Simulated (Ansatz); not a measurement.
Crystal: CdSe.

```
Cd Se
1.0
     0.00000    3.07027    3.07027
     3.07027    0.00000    3.07027
     3.07027    3.07027    0.00000
Cd Se
1 1
Direct
  0.00000 0.00000 0.00000
  0.25000 0.25000 0.25000
```

Measurements of this composition are mostly on another form, of space group No. 186.

Base run:

| Property | Result |
| --- | --- |
| Program | Ansatz 0.2.0 |
| Functional | BPBE |
| Potentials or basis | Ansatz PAW |
| Cutoff | 420 eV |
| Density cutoff | 1680 eV |
| k mesh | 8 × 8 × 8 |
| Occupations | fermi-dirac, width 0.05 eV |
| Spin | no spin polarisation |

Its results: band gap on the k mesh 0.55 eV, direct; pressure 1.2 GPa.

Problem. The run is repeated on the same cell with these changes: functional from BPBE to rPW86-PBE. What comes out?

Solution. Band gap on the k mesh 0.39 eV, direct; pressure 3.5 GPa.

Caveats: the potentials were made for another functional, which shifts forces and pressure; the PAW data sets come from PBE, with cores solved anew for the run's functional, which leaves a small shift of forces and pressure.

Not every run made on this cell is shown here.
